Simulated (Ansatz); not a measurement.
# KF (Pm-3m): the cell at rest

Aim: bring KF (Pm-3m) to small forces and stress, as phonons need.

Calculated with Ansatz 0.2.0; DFT PBEsol, scalar-relativistic, plane waves, PAW.

### Step 1. Set-up

It takes space group Pm-3m (No. 221, cubic). Conventional cell: a = 3.259 Å, b = 3.259 Å, c = 3.259 Å, α = 90.00°, β = 90.00°, γ = 90.00°. Nearest to K lie 8 F at 2.82 Å. Nearest to F lie 8 K at 2.82 Å. Farther neighbours and most contacts between anions are not listed.

Structure file:

```cif
data_structure
_symmetry_space_group_name_H-M 'Pm-3m'
_symmetry_Int_Tables_number 221
_cell_length_a 3.2590
_cell_length_b 3.2590
_cell_length_c 3.2590
_cell_angle_alpha 90.000
_cell_angle_beta 90.000
_cell_angle_gamma 90.000
_cell_volume 34.61
loop_
_atom_site_label
_atom_site_type_symbol
_atom_site_symmetry_multiplicity
_atom_site_Wyckoff_symbol
_atom_site_fract_x
_atom_site_fract_y
_atom_site_fract_z
_atom_site_occupancy
K1 K 1 a 0.00000 0.00000 0.00000 1
F1 F 1 b 0.50000 0.50000 0.50000 1
```

### Step 2. Probe on a coarse mesh

First a cheap look: the gap decides the mesh and the occupations, the pressure tells how far the cell has to move.

input.yaml

```yaml
crystal:
  lattice:
    - [3.258955, 0.0, 0.0]
    - [0.0, 3.258955, 0.0]
    - [0.0, 0.0, 3.258955]
  atoms:
    - { symbol: K, position: [0.0, 0.0, 0.0] }
    - { symbol: F, position: [0.5, 0.5, 0.5] }
kpoints:
  mp_grid: { grid: [6, 6, 6] }
hamiltonian:
  xc: pbesol
scf:
  occupations: { method: gaussian, width: 0.1 }
output:
  forces: true
  stress: true
  eigenvalues: true
```

Started as:

```bash
$ ansatz run input.yaml --threads 4 --pin off --max-ram 7168MiB --backend cpu --events-out ev --progress --plain --runs-dir out
```

Numbers of over 12 decimals in the logs are rounded to 6 here.

The log of the run:

```text
Engine: ansatz 0.2.0, aarch64-unknown-linux-gnu
Pseudopotentials: kind: paw
Pseudopotential: K, paw, valence charge 9, recommended cutoff 420 eV (normal), K.paw.azcp
Pseudopotential: F, paw, valence charge 7, recommended cutoff 420 eV (normal), F.paw.azcp
Functional definition: PBEsol
  exchange = pbesol_x
  correlation = pbesol_c
Crystal: 2 atoms, lattice volume = 34.613 Å³
[...]
--- Band table (eV; the first three rows and the last of 20) ---
  k-point 0: bands = [... 4 lower, -7.3649, 2.5006, 2.5006, 2.5006, 8.6643, 10.7737, 10.7737, 16.2182]
  k-point 1: bands = [... 4 lower, -7.3369, 2.1538, 2.4738, 2.4738, 9.3781, 10.9862, 11.3743, 15.8061]
  k-point 2: bands = [... 4 lower, -7.2800, 1.5653, 2.4166, 2.4166, 10.8934, 11.4853, 12.6479, 15.1412]
  k-point 19: bands = [... 4 lower, -7.9506, 1.4964, 1.4964, 1.4964, 12.9043, 12.9043, 12.9043, 17.5503]
[key lines of the parts left out:]
SCF converged after 7 iterations
Free energy (F): -2318.920777 eV
Fermi energy:    5.608924 eV
P = ⅓ Tr σ = -2.4690 GPa (-24.690 kbar)
```

Run time: 0.73 s. Hardware: 4 threads of Arm Neoverse V2, shared host; peak memory 0.26 GiB.

A gap read on the k-mesh alone can miss the band edges.

Numbers from this step:

```yaml
pressure: -2.469 GPa
gap_on_the_k_mesh: 6.113 eV
volume_per_atom: 17.31 Å³
direct_gap_on_mesh: 6.164 eV
```

The coarse mesh shows a gap of 6.11 eV and a pressure of -2.5 GPa.

### Step 3. Bringing the structure to rest

Harmonic phonons are second derivatives at a point where the forces vanish, and they are wanted at zero stress, so atoms and cell are relaxed first.

input.yaml, the sections that differ from step 2:

```yaml
scf:
  occupations: { method: gaussian, width: 0.02 }
relax:
  adjacent_minimum: "off"
  f_tol: 0.005
  max_steps: 80
  cell: { stress_tol: 0.05 }
# crystal, kpoints, hamiltonian, output: as in step 2
```

The log of the run:

```text
[...]
Crystal: 2 atoms, lattice volume = 34.613 Å³
Basis set: ecut = 420 eV, 691 PW (Γ), exchange–correlation on 48×48×48 points (8 copies of the dense FFT grid, shifted against one another)
Bands: 12, of which v1, the nominal top of the filled ones, is band 8 counted from 1 (7 counted from 0)
Symmetry: 48 space group operations
[...]
k-points: 20 of 216
[...]
SCF iter   1: F=—  HF=-2318.931791 eV  |F-HF|=—  |Δ(HF+E_count)|=         —  Δρ=1.19e-2  dr2=3.40e-2  ethr=1.77e-3  ⟨swp⟩=6.2  Hψ=1578  notcnv=0
[...]
SCF iter   7: F=-2318.920777 eV  HF=-2318.920777 eV  |F-HF|=1.18e-9  |Δ(HF+E_count)|=   4.51e-9  Δρ=2.75e-6  dr2=2.39e-9  ethr=6.25e-10  ⟨swp⟩=4.0  Hψ=684  notcnv=0
SCF 1 converged in 7 iterations: F = -2318.920777 eV  dr2 = 2.39e-9
[...]
relax step   1: F+E_penalty+E_count = -2318.92077703 eV  Δ(F+E_penalty+E_count) = +0.000e0 eV  max|allowed force component| = 1.075e-28 eV/Å  Δτ_max = 0.0000 Å  P = -2.469 GPa  Ω = 34.613 Å³  (7 SCF iters, dr2 threshold 1.00e-7 eV, accepted)
Crystal: 2 atoms, lattice volume = 31.816 Å³
Basis set: ecut = 420 eV, 619 PW (Γ), exchange–correlation on 48×48×48 points (8 copies of the dense FFT grid, shifted against one another)
[...]
iter 1 solved again at ethr=1.59e-4 eV; its pass at ethr=3.10e-3 eV (dr2=2.55e-2 eV) is discarded
[...]
SCF iter   6: F=-2318.945951 eV  HF=-2318.945951 eV  |F-HF|=9.89e-10  |Δ(HF+E_count)|=   2.79e-7  Δρ=1.64e-6  dr2=2.17e-10  ethr=9.62e-10  ⟨swp⟩=2.0  Hψ=852  notcnv=0
SCF 2 converged in 6 iterations: F = -2318.945951 eV  dr2 = 2.17e-10
[...]
relax step   2: F+E_penalty+E_count = -2318.94595139 eV  Δ(F+E_penalty+E_count) = -2.517e-2 eV  max|allowed force component| = 2.646e-30 eV/Å  Δτ_max = 0.0000 Å  P = +0.569 GPa  Ω = 31.816 Å³  energy of the carried Pulay correction = +6.771e-3 eV  (6 SCF iters, dr2 threshold 2.00e-7 eV, accepted)
Crystal: 2 atoms, lattice volume = 32.305 Å³
[...]
SCF iter   5: F=-2318.945493 eV  HF=-2318.945493 eV  |F-HF|=1.37e-8  |Δ(HF+E_count)|=   9.21e-8  Δρ=6.42e-6  dr2=6.39e-9  ethr=1.18e-9  ⟨swp⟩=2.0  Hψ=765  notcnv=0
SCF 3 converged in 5 iterations: F = -2318.945493 eV  dr2 = 6.39e-9
relax step   3: F+E_penalty+E_count = -2318.94549340 eV  Δ(F+E_penalty+E_count) = +4.580e-4 eV  max|allowed force component| = 3.681e-30 eV/Å  Δτ_max = 0.0000 Å  P = -0.058 GPa  Ω = 32.305 Å³  energy of the carried Pulay correction = +5.547e-3 eV  (5 SCF iters, dr2 threshold 2.00e-7 eV, accepted)
[...]
relax step   4: F+E_penalty+E_count = -2318.94561682 eV  Δ(F+E_penalty+E_count) = -1.234e-4 eV  max|allowed force component| = 1.065e-29 eV/Å  Δτ_max = 0.0000 Å  P = -0.002 GPa  Ω = 32.258 Å³  energy of the carried Pulay correction = +5.661e-3 eV  (4 SCF iters, dr2 threshold 8.52e-9 eV, accepted)
[...]
relax step   5: F+E_penalty+E_count = -2318.94194005 eV  Δ(F+E_penalty+E_count) = +3.677e-3 eV  max|allowed force component| = 7.889e-30 eV/Å  Δτ_max = 0.0000 Å  P = -0.257 GPa  Ω = 32.258 Å³  stress off target by 2.57e-1 GPa  SCF on the basis re-selected at this cell (its energy is not comparable with the rows above)  (6 SCF iters)
[...]
relax step   6: F+E_penalty+E_count = -2318.94261835 eV  Δ(F+E_penalty+E_count) = -6.783e-4 eV  max|allowed force component| = 1.006e-29 eV/Å  Δτ_max = 0.0000 Å  P = +0.009 GPa  Ω = 32.050 Å³  energy of the carried Pulay correction = +5.163e-4 eV  (4 SCF iters, dr2 threshold 1.66e-7 eV, accepted)
[...]
SCF iter   1: F=—  HF=-2318.942266 eV  |F-HF|=—  |Δ(HF+E_count)|=         —  Δρ=3.12e-5  dr2=5.04e-8  ethr=2.25e-6  ⟨swp⟩=2.2  Hψ=2076  notcnv=0
eigensolver tolerance schedule: the retry pair's looser diagonalisation over-reported the residual by 7145.96 of it (diagonalisation noise at an unbounded share of the residual, at the tolerance the schedule requests for it); recorded, not acted on — ethr = c·dr2/N_el stays at c = 1.0e-1
[...]
SCF iter   2: F=—  HF=-2318.942218 eV  |F-HF|=—  |Δ(HF+E_count)|=   4.84e-5  Δρ=1.57e-5  dr2=1.52e-8  ethr=3.15e-10  ⟨swp⟩=3.0  Hψ=483  notcnv=0
[...]
SCF iter   6: F=-2318.942218 eV  HF=-2318.942218 eV  |F-HF|=5.46e-12  |Δ(HF+E_count)|=  3.96e-11  Δρ=1.48e-7  dr2=3.21e-12  ethr=1.00e-12  ⟨swp⟩=5.0  Hψ=857  notcnv=0
SCF 7 converged in 6 iterations: F = -2318.942218 eV  dr2 = 3.21e-12
relax step   7: F+E_penalty+E_count = -2318.94221766 eV  Δ(F+E_penalty+E_count) = +4.007e-4 eV  max|allowed force component| = 4.207e-30 eV/Å  Δτ_max = 0.0000 Å  P = -0.010 GPa  Ω = 32.050 Å³  stress off target by 9.76e-3 GPa  SCF on the basis re-selected at this cell (its energy is not comparable with the rows above)  (6 SCF iters)
[...]
SCF converged after 6 iterations
Free energy (F): -2318.942218 eV
[...]
Internal energy: -2318.942218 eV  (E = F + TS)
E sigma→0 (E₀):  -2318.942218 eV
Fermi energy:    6.498444 eV
[...]
--- Stress (GPa, compression-positive) ---
       -0.009763       0.000000       0.000000
        0.000000      -0.009763       0.000000
        0.000000       0.000000      -0.009763
  P = ⅓ Tr σ = -0.0098 GPa (-0.098 kbar)
--- Band table (eV; the first three rows and the last of 20) ---
  k-point 0: bands = [... 4 lower, -6.4736, 3.1360, 3.1360, 3.1360, 9.8259, 11.4696, 11.4696, 17.3012]
  k-point 1: bands = [... 4 lower, -6.4378, 2.7508, 3.0987, 3.0987, 10.5807, 11.6967, 12.1627, 16.8708]
  k-point 2: bands = [... 4 lower, -6.3647, 2.0966, 3.0205, 3.0205, 12.1020, 12.2321, 13.7354, 16.1770]
  k-point 19: bands = [... 4 lower, -7.1715, 1.9676, 1.9676, 1.9676, 13.8839, 13.8839, 13.8839, 18.9907]
--- Relaxed structure (5 steps of the walk, 5 accepted, 2 SCFs on fresh bases) ---
  F+E_penalty+E_count = -2318.94221766 eV   max|allowed force component| = 4.207e-30 eV/Å   (the final SCF, on the basis selected at the relaxed cell)
  cell:  # Å, volume = 32.0503 Å³
    - [3.176465, 0, 0]
    - [0, 3.176465, 0.0]
    - [0, 0.0, 3.176465]
  atoms:
    - { symbol: K, position: [0, 0, 0] }
    - { symbol: F, position: [0.500000, 0.500000, 0.500000] }
```

Wall time 5.1 s (4 threads); peak memory 0.27 GiB; 5.2 s of CPU time.

Step by step:

| step | energy less that of the first step (eV) | largest force component (eV/Å) | pressure (GPa) | volume (Å³) |
| --- | --- | --- | --- | --- |
| 1 | 0.0000 | 0.0000 | -2.47 | 34.61 |
| 2 | -0.0252 | 0.0000 | 0.57 | 31.82 |
| 3 | -0.0247 | 0.0000 | -0.06 | 32.30 |
| 4 | -0.0248 | 0.0000 | 0.00 | 32.26 |
| 5* | -0.0212 | 0.0000 | -0.26 | 32.26 |
| 6 | -0.0218 | 0.0000 | 0.01 | 32.05 |
| 7* | -0.0214 | 0.0000 | -0.01 | 32.05 |

Relaxation steps marked * repeat the geometry before them on a plane-wave basis chosen anew for their cell, so energy and pressure can jump there.

The run keeps the 48 symmetry operations that it works with, so distortions that break them were not tested.

| conventional cell, symmetrised | before | after | change |
| --- | --- | --- | --- |
| a (Å) | 3.259 | 3.176 | -2.5 % |
| b (Å) | 3.259 | 3.176 | -2.5 % |
| c (Å) | 3.259 | 3.176 | -2.5 % |
| volume (Å³/atom) | 17.31 | 16.03 | -7.4 % |

Final coordinates:

```xyz
2
Lattice="3.1765 0.0000 0.0000 0.0000 3.1765 0.0000 0.0000 0.0000 3.1765" Properties=species:S:1:pos:R:3 pbc="T T T"
K     0.0000    0.0000    0.0000
F     1.5882    1.5882    1.5882
```

Numbers from this step:

```yaml
pressure: -0.009763 GPa
gap_on_the_k_mesh: 6.655 eV
volume_per_atom: 16.03 Å³
direct_gap_on_mesh: 6.690 eV
```

In this step the volume went from 17.31 to 16.03 Å³/atom.

### Step 4. Relaxing to small forces for the phonons

Phonons need a cell at rest on their own settings, so the relaxation is repeated with tight tolerances on forces and stress, using the mesh and the filling of the phonon run that follows.

input.yaml

```yaml
crystal:
  lattice:
    - [3.1764654646, 0.0, 0.0]
    - [0.0, 3.1764654646, 0.0]
    - [0.0, 0.0, 3.1764654646]
  atoms:
    - { symbol: K, position: [0.0, 0.0, 0.0] }
    - { symbol: F, position: [0.5, 0.5, 0.5] }
kpoints:
  mp_grid: { grid: [8, 8, 8] }
hamiltonian:
  xc: pbesol
scf:
  occupations: { method: fixed }
output:
  forces: true
  stress: true
  eigenvalues: true
relax:
  adjacent_minimum: "off"
  f_tol: 0.001
  max_steps: 60
  cell: { stress_tol: 0.01 }
```

The log of the run:

```text
[...]
Crystal: 2 atoms, lattice volume = 32.050 Å³
Basis set: ecut = 420 eV, 619 PW (Γ), exchange–correlation on 48×48×48 points (8 copies of the dense FFT grid, shifted against one another)
Bands: 12, of which v1, the nominal top of the filled ones, is band 8 counted from 1 (7 counted from 0)
[... 1 set-up line as in the run before ...]
[...]
k-points: 35 of 512
[...]
k-point 34: bands = [... 4 lower, -7.1686, 1.9694, 1.9694, 1.9694, 13.8876, 13.8876, 13.8876, 18.9953]
--- Relaxed structure (2 steps of the walk, 2 accepted, 1 SCFs on fresh bases) ---
[...]
cell:  # Å, volume = 32.0413 Å³
    - [3.176168, 0.0, 0]
    - [0.0, 3.176168, 0]
    - [0, 0, 3.176168]
  atoms:
    - { symbol: K, position: [0, 0, 0] }
    - { symbol: F, position: [0.5, 0.5, 0.5] }
[key lines of the parts left out:]
SCF converged after 6 iterations
Free energy (F): -2318.942115 eV
Fermi energy:    3.173267 eV
P = ⅓ Tr σ = -0.0002 GPa (-0.002 kbar)
```

Run time: 2.7 s. Hardware: 4 threads; peak memory 0.28 GiB.

Little changed from the start: no atom moved by 0.005 Å and no cell edge by 0.1 %.

This step gave:

```yaml
pressure: -2.40e-4 GPa
gap_on_the_k_mesh: 6.657 eV
volume_per_atom: 16.02 Å³
direct_gap_on_mesh: 6.692 eV
```

The forces vanish by symmetry and the pressure is 0.000 GPa, within the tolerances set. The cell now holds 16.02 Å³/atom.

### Step 5. What came out

```yaml
space_group_after_relaxation_within_0p01_a: Pm-3m
lattice_constant_a: 3.176 Å
lattice_constant_b: 3.176 Å
lattice_constant_c: 3.176 Å
volume_per_atom: 16.0 Å³
gap_on_the_k_mesh: 6.66 eV
```

In words: The forces vanish by symmetry and the pressure is 0.000 GPa, within the tolerances set. The cell now holds 16.02 Å³/atom. The relaxation keeps the symmetry of its start, so it says nothing on stability against lower symmetry.

[Logs are printed without paths, hosts, clocks, repeated set-up lines and the standing remarks that a program may print on its own settings, such as how far it seeks lower states.]

[Hosts, paths, dates, database ids (printed as entryN), source tags and the programs' standing remarks are cut or masked in the printed files.]
